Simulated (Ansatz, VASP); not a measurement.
# Sb in VASP and in Ansatz

POSCAR

```
Sb
1.0
   -1.5972865120      1.5972865120      2.7476259243
    1.5972865120     -1.5972865120      2.7476259243
    1.5972865120      1.5972865120     -2.7476259243
Sb
1
Direct
    0.0000000000      0.0000000000      0.0000000000
```

The input INCAR.step1:

```
ALGO     = Normal         # electronic algorithm
EDIFF    = 1E-4           # SCF threshold, eV
ENCUT    = 520            # plane-wave cutoff, eV
GGA      = PE             # functional
ISMEAR   = -1             # smearing method
LASPH    = True           # aspherical terms in the spheres
LCHARG   = False          # write CHGCAR
LREAL    = False          # projectors in reciprocal space
LWAVE    = True           # write WAVECAR
NBANDS   = 8              # bands
NELM     = 100            # most SCF steps
PREC     = Accurate       # precision mode
SIGMA    = 0.05           # smearing width, eV
```

The input INCAR.step2:

```
ALGO     = Normal         # electronic algorithm
EDIFF    = 1E-6           # SCF threshold, eV
ENCUT    = 520            # plane-wave cutoff, eV
ISIF     = 2              # what is computed and relaxed
ISMEAR   = -1             # smearing method
ISTART   = 1            
LASPH    = True           # aspherical terms in the spheres
LCHARG   = True           # write CHGCAR
LELF     = True           # ELF
LMIXTAU  = True         
LREAL    = False          # projectors in reciprocal space
LVHAR    = True         
LWAVE    = False          # write WAVECAR
METAGGA  = R2SCAN         # meta-GGA
NBANDS   = 8              # bands
NELM     = 100            # most SCF steps
PREC     = Accurate       # precision mode
SIGMA    = 0.05           # smearing width, eV
```

The input KPOINTS:

```
k-points
0
Gamma
  12 12 12
```

The input input.yaml:

```yaml
crystal:
  lattice:
    - [-1.597286512, 1.597286512, 2.7476259243]
    - [1.597286512, -1.597286512, 2.7476259243]
    - [1.597286512, 1.597286512, -2.7476259243]
  atoms:
    - { symbol: Sb, position: [0.0, 0.0, 0.0] }
hamiltonian:
  xc: r2scan
  pseudopotentials: { kind: paw }
kpoints:
  mp_grid: { grid: [12, 12, 12] }
scf:
  occupations: { method: fermi_dirac, width: 0.05 }
output:
  forces: true
  stress: true
  eigenvalues: true
```

This isn't the form of Sb at room conditions, which is rhombohedral.

Alike in both runs: task single point; functional r2SCAN; k mesh 12 × 12 × 12; occupations fermi-dirac, width 0.05 eV; no spin polarisation.

|  | VASP | Ansatz |
| --- | --- | --- |
| version | VASP 6.6.1 | Ansatz 0.2.0 |
| potentials or method | VASP PAW PBE potentials, release 64 (Sb) | Ansatz PAW |
| plane-wave cutoff (eV) | 520 | 500 |
| valence electrons in the cell | 5 | 15 |

VASP gave:

| Item | Value |
| --- | --- |
| gap on the k mesh at the Fermi level (eV) | none |
| pressure (GPa) | -1.3 |
| largest component of the traceless stress (GPa) | 1.00 |

**Question.** Estimate Ansatz's values.

**Answer.** gap on the k mesh at the Fermi level (eV): none; pressure (GPa): -1.2; largest component of the traceless stress (GPa): 1.04.

A gap of «none» marks a metal or a gap that the smearing closes. The two sets of potentials don't hold the same shells in valence.

Caveats: the PAW data sets were made with another functional, which shifts forces and pressure a little (VASP); the PAW data sets come from PBE, with cores solved anew for the run's functional, which leaves a small shift of forces and pressure (Ansatz). Spin-orbit coupling is left out, which matters for the levels of Sb.
